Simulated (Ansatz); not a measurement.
Runs of Ansatz 0.2.0 on Re. Symmetry: P6_3/mmc, No. 194, hexagonal system. The conventional cell has a = 2.766 Å, b = 2.766 Å, c = 8.939 Å, α = 90.00°, β = 90.00°, γ = 120.00°. Re (site symmetry -6m2) is surrounded by 12 Re at 2.75 to 2.77 Å. Around Re (site symmetry -3m) lie 12 Re at 2.75 to 2.77 Å. 

```csv
task,level,spin,cell,k mesh,cutoff (eV),points for each segment of the path,gap on the mesh (eV),pressure (GPa),relaxed volume (Å³/atom)
relaxation of cell and atoms,BLYP+D4,off,relaxed,11 × 11 × 3,420,-,none,0.0,(a)
relaxation of cell and atoms,BLYP+D3(BJ),off,relaxed,11 × 11 × 3,420,-,-,0.0,14.77
phonons,LDA,off,as given,8 × 8 × 3,420,-,none,-,-
band structure,r2SCAN,"SOC, no magnetisation",as given,8 × 8 × 3,500,14,none,-2.1,-
relaxation of cell and atoms,revPBE+D4,off,relaxed,11 × 11 × 3,420,-,-,0.0,14.63
```

Alike in all rows: potentials or basis Ansatz PAW; smearing fermi-dirac 0.05 eV.

Problem. Fill in the values left out.

Solution. (a) 14.92.

Caveats: the PAW data sets come from PBE, with cores solved anew for the run's functional, which leaves a small shift of forces and pressure; the plane-wave basis is chosen anew once the cell has moved, so the energies of steps on either side of that aren't comparable (some runs); pairwise dispersion overbinds metals, which lowers pressure and volume (some runs).

A k mesh can miss the band edges, and rows without SOC leave out spin-orbit coupling on Re.

A gap of «none» marks a metal or a gap under the smearing width.

Runs at the PBE level aren't shown here.
